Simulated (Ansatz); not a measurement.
# Ionic part of the dielectric constant of CaO at 20 GPa, mode by mode

Level of theory: Ansatz, DFT PBE, scalar-relativistic, plane waves, PAW. Plane waves to 420 eV; Γ-centred k mesh 8×8×8; fixed occupations. No spin polarisation. Phonons by linear response, acoustic sum rule imposed.

It takes space group Fm-3m (No. 225, cubic). The conventional cell has a = 4.611 Å, b = 4.611 Å, c = 4.611 Å, α = 90.00°, β = 90.00°, γ = 90.00°. Ca (site symmetry m-3m) has 6 O at 2.31 Å as nearest neighbours. O (site symmetry m-3m) has 6 Ca at 2.31 Å as nearest neighbours.

Other phases may be more stable at this pressure.

The primitive cell has V = 24.50 Å³ and ε∞,yy = 3.867. Each polar mode adds Δε = (4.92064×10⁷/V)·S/ν² along y, with S its oscillator strength in e²/amu, ν in cm⁻¹ and V in Å³.

Task: From these modes, find each Δε and ε0,yy.
```csv
ν (cm⁻¹),S_yy (e²/amu)
354.4,0.5064
```

Result:
| ν (cm⁻¹) | Δε |
| --- | --- |
| 354.4 | 8.10 |

The sum is 8.099, so ε0,yy = 11.97; the run's tensor has 11.97.

Task: Where do the longitudinal modes lie for a wave vector along y?

Result: At 623 cm⁻¹. The Lyddane–Sachs–Teller product Π(ν_LO/ν_TO)² = 3.09 matches ε0/ε∞ = 3.09.